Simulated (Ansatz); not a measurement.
## ZnS (Wurtzite-2H) under changes of volume

One of the cells (19.603 Å³/atom); the others are scaled copies at fixed shape and fractional positions:

```xyz
4
Lattice="3.8110 0.0000 0.0000 -1.9055 3.3004 0.0000 0.0000 0.0000 6.2340" Properties=species:S:1:pos:R:3 pbc="T T T"
Zn    1.9055    1.1001    3.1170
Zn    0.0000    2.2003    0.0000
S     1.9055    1.1001    5.5171
S     0.0000    2.2003    2.4001
```

```yaml
Program: Ansatz 0.2.0
Functional: LDA
Potentials_or_basis: all-electron LAPW, scalar-relativistic
Cutoff: 265 eV (chosen from the basis error)
Basis_error_allowed: 0.002 eV/atom
k_mesh: 8 × 8 × 5
Occupations: fermi-dirac, width 0.05 eV
Spin: no spin polarisation
```

```csv
volume (Å³/atom),energy over the lowest point (meV/atom),pressure (GPa),gap on the mesh (eV),largest force (eV/Å)
18.427,0.14,1.0,2.29,0.374
18.819,0.00,-0.8,2.19,0.346
19.211,4.05,-2.4,2.09,0.319
19.603,?,?,?,?
19.995,22.97,-5.2,1.90,0.272
20.387,37.06,-6.3,1.81,0.251
20.779,53.80,-7.3,1.72,0.231
```

Q: What does the run at 19.603 Å³/atom give?

A: Energy over the lowest point 11.85 meV/atom; pressure -3.9 GPa; gap on the mesh 1.99 eV; largest force 0.295 eV/Å.

Worked out: A Birch-Murnaghan fit of order 3 (a polynomial in V^(-2/3)) to the other rows has its minimum at 18.63 Å³/atom with B0 = V·E''(V) = 86 GPa and B' = 4.5 at fixed shape and positions, which overstates the stiffness. It gives 11.84 meV/atom at 19.603 Å³/atom, against the run's 11.85, and -dE/dV = -3.9 GPa, against -3.9. A straight line through the other rows of the gap, of slope -4.75 eV per unit of ln V (its deformation potential), gives 2.00 eV, against the run's 1.99.

Energies are extrapolated to zero smearing.
